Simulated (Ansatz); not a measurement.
# Si2W: course of a relaxation

Level of theory: DFT PBEsol, scalar-relativistic, plane waves, PAW (Ansatz 0.2.0). Run with 420 eV cutoff, 12×12×6 k-mesh, Gaussian smearing of 0.10 eV, no spin polarisation.

What was changed: uniaxial strain along a, with b, c and atoms relaxed: -1.5 %.

Spin–orbit coupling is left out, which can shift energies with elements as heavy as these.

Command:

```bash
ansatz run input.yaml --threads 1 --pin off --max-ram 2560MiB --backend cpu --events-out ev --progress --plain --runs-dir out
```

Input:

```yaml
crystal:
  lattice:
    - [3.1544620687, 0.0, 0.0]
    - [0.0, 3.2145089355, 0.0]
    - [0.0, 0.0, 7.8450415255]
  atoms:
    - { symbol: Si, position: [0.0, 0.0, 0.3344989451] }
    - { symbol: Si, position: [0.5, 0.5, 0.1655010549] }
    - { symbol: Si, position: [0.5, 0.5, 0.8344989451] }
    - { symbol: Si, position: [0.0, 0.0, 0.6655010549] }
    - { symbol: W, position: [0.0, 0.0, 0.0] }
    - { symbol: W, position: [0.5, 0.5, 0.5] }
basis:
  ecutwfc: 420
kpoints:
  mp_grid: { grid: [12, 12, 6] }
hamiltonian:
  xc: pbesol
scf:
  occupations: { method: gaussian, width: 0.1 }
output:
  forces: true
  stress: true
  eigenvalues: true
relax:
  adjacent_minimum: "off"
  f_tol: 0.008
  max_steps: 40
  cell: { stress_tol: 0.015, fix: [a, angles] }
```

F is the free energy. Steps run on the plane waves of an earlier cell, but the last one, and at times one on the way, on a freshly chosen basis, so a repeated geometry can differ a little in energy. The held parts of the cell keep their stress, so P needn't end at zero.

Steps:

```tsv
step	F − F(1) (eV)	largest force component (eV/Å)	V (Å³/atom)	P (GPa)
1	0.0000	0.019	13.258	1.69
2	-0.0003	0.005	13.244	1.99
3	-0.0004	0.004	13.242	1.99
4	-0.0004	0.002	13.243	1.98
5	-0.0004	0.002	13.243	1.97
```

Relaxed structure:

```xyz
6
Lattice="3.1545 0.0000 0.0000 0.0000 3.2159 0.0000 0.0000 0.0000 7.8328" Properties=species:S:1:pos:R:3 pbc="T T T"
Si    0.0000    0.0000    2.6191
Si    1.5772    1.6080    1.2973
Si    1.5772    1.6080    6.5355
Si    0.0000    0.0000    5.2137
W     0.0000    0.0000    0.0000
W     1.5772    1.6080    3.9164
```

The structure is orthorhombic, space group Immm (No. 71). The conventional cell has a = 3.154 Å, b = 3.216 Å, c = 7.833 Å, α = 90.00°, β = 90.00°, γ = 90.00°. Around Si (site symmetry mm2) lie 5 Si at 2.59 to 2.61 Å and 5 W at 2.60 to 2.62 Å. W (site symmetry mmm) is surrounded by 10 Si at 2.60 to 2.62 Å.

The run converged. Time: 48 s on 1 thread of Intel(R) Xeon(R) 6975P-C (Granite Rapids), with other jobs on the host, peak memory 0.65 GiB.